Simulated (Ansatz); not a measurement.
## W2C under changes of volume

One of the cells (12.729 Å³/atom); the others are scaled copies at fixed shape and fractional positions:

```xyz
3
Lattice="3.0700 0.0000 0.0000 -1.5350 2.6587 0.0000 0.0000 0.0000 4.6784" Properties=species:S:1:pos:R:3 pbc="T T T"
W     1.5350    0.8862    1.1868
W     0.0000    1.7725    3.4917
C     0.0000    0.0000    0.0000
```

The cell comes from a database or a generator and needn't be the stable form of this composition.

- Program: Ansatz 0.2.0
- Functional: PBE
- Potentials or basis: all-electron LAPW, scalar-relativistic
- Cutoff: 358 eV (chosen from the basis error)
- Basis error allowed: 0.001 eV/atom
- k mesh: 10 × 10 × 6
- Occupations: fermi-dirac, width 0.05 eV
- Spin: no spin polarisation

```tsv
volume (Å³/atom)	energy over the lowest point (meV/atom)	pressure (GPa)	largest force (eV/Å)
11.965	43.84	21.4	0.591
12.220	?	?	?
12.475	2.61	5.2	0.187
12.729	0.00	-1.7	0.009
12.984	7.80	-7.9	0.156
13.238	24.94	-13.5	0.309
13.493	50.49	-18.5	0.450
```

**Question.** What does the run at 12.220 Å³/atom give?

**Answer.** Energy over the lowest point 16.79 meV/atom; pressure 12.9 GPa; largest force 0.381 eV/Å.

Worked out: A Birch-Murnaghan fit of order 3 (a polynomial in V^(-2/3)) to the other rows has its minimum at 12.66 Å³/atom with B0 = V·E''(V) = 334 GPa and B' = 4.3 at fixed shape and positions, which overstates the stiffness. It gives 16.77 meV/atom at 12.220 Å³/atom, against the run's 16.79, and -dE/dV = 12.8 GPa, against 12.9.

Energies are extrapolated to zero smearing.
